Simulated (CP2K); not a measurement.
Runs of CP2K 2026.2 on Nb. The structure is cubic, space group Im-3m (No. 229). The conventional cell has a = 3.328 Å, b = 3.328 Å, c = 3.328 Å, α = 90.00°, β = 90.00°, γ = 90.00°. Around Nb (site symmetry m-3m) lie 8 Nb at 2.88 Å. 

| task | level | potentials or basis | cell | smearing | EPS_DEFAULT | NGRIDS | basis sets | potentials | CUTOFF of the grids | gap on the mesh (eV) | pressure (GPa) |
| --- | --- | --- | --- | --- | --- | --- | --- | --- | --- | --- | --- |
| single point | PBEsol | POTENTIAL_UZH Nb GTH-PBE-q13; TZVP-MOLOPT-PBE-GTH basis | cell strained at random at fixed volume | fermi-dirac 0.05 eV | 1.0E-10 | 5 | Nb TZVP-MOLOPT-PBE-GTH-q13 | Nb GTH-PBE-q13 of POTENTIAL_UZH | 450 Ry | none | -6.5 |
| band structure | r2SCAN | POTENTIAL_UZH Nb GTH-SCAN-q13; TZVP-MOLOPT-SCAN-GTH basis | as given | fermi-dirac 0.01 eV | 1.0E-10 | 4 | Nb TZVP-MOLOPT-SCAN-GTH-q13 | Nb GTH-SCAN-q13 of POTENTIAL_UZH | 675 Ry | none | -2.3 |
| band structure | LDA | GTH_POTENTIALS Nb GTH-PADE-q13; TZVP-MOLOPT-PBE-GTH basis | as given | fermi-dirac 0.01 eV | 1.0E-10 | 5 | Nb TZVP-MOLOPT-PBE-GTH-q13 | Nb GTH-PADE-q13 of GTH_POTENTIALS | 450 Ry | none | -11.3 |
| band structure | PBEsol | POTENTIAL_UZH Nb GTH-PBE-q13; TZVP-MOLOPT-PBE-GTH basis | as given | fermi-dirac 0.0259 eV | 1.0E-9 | 5 | Nb TZVP-MOLOPT-PBE-GTH-q13 | Nb GTH-PBE-q13 of POTENTIAL_UZH | 450 Ry | none | -6.3 |
| single point | PBEsol | POTENTIAL_UZH Nb GTH-PBE-q13; TZVP-MOLOPT-PBE-GTH basis | as given | fermi-dirac 0.05 eV | 1.0E-10 | 5 | Nb TZVP-MOLOPT-PBE-GTH-q13 | Nb GTH-PBE-q13 of POTENTIAL_UZH | 450 Ry | none | (a) |

Alike in all rows: no spin polarisation; k mesh 11 × 11 × 11.

Estimate the missing entries.

(a) -6.4.

Caveats: the basis of atomic orbitals isn't converged, which shifts pressures, moduli and gaps; the potentials were made for another functional, which shifts forces and pressure (some runs).

A k mesh can miss the band edges, and the runs leave out spin-orbit coupling on Nb.

A gap of «none» marks a metal or a gap under the smearing width.
